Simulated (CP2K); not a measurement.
# Sn under changes of volume

One of the cells (27.650 Å³/atom); the others are scaled copies at fixed shape and fractional positions:

```
CELL_PARAMETERS angstrom
4.45495 0.00000 0.00000
-3.30667 2.98538 0.00000
-0.57414 -1.49269 4.15799
ATOMIC_POSITIONS crystal
Sn 0.00000 0.00000 0.00000
Sn 0.75000 0.25000 0.50000
```

* Program: CP2K 2026.2
* Functional: PBE
* Potentials or basis: POTENTIAL_UZH Sn GTH-PBE-q4; TZVP-MOLOPT-PBE-GTH basis
* Density cutoff: 8163 eV
* k mesh: 9 × 9 × 9
* Occupations: fermi-dirac, width 0.05 eV
* Spin: no spin polarisation

```csv
volume (Å³/atom),energy over the lowest point (meV/atom),pressure (GPa)
25.991,54.49,6.5
26.544,34.80,5.0
27.097,19.99,3.6
27.650,9.54,2.4
28.203,?,?
28.756,0.00,0.4
29.309,0.19,-0.5
```

Problem. What does the run at 28.203 Å³/atom give?

Solution. Energy over the lowest point 3.00 meV/atom; pressure 1.4 GPa.

Worked out: A Birch-Murnaghan fit of order 3 (a polynomial in V^(-2/3)) to the other rows has its minimum at 29.00 Å³/atom with B0 = V·E''(V) = 46 GPa and B' = 4.5 at fixed shape and positions, which overstates the stiffness. It gives 3.01 meV/atom at 28.203 Å³/atom, against the run's 3.00, and -dE/dV = 1.4 GPa, against 1.4.

Energies are extrapolated to zero smearing.

Caveats: the basis of atomic orbitals isn't converged, which shifts pressures, moduli and gaps.
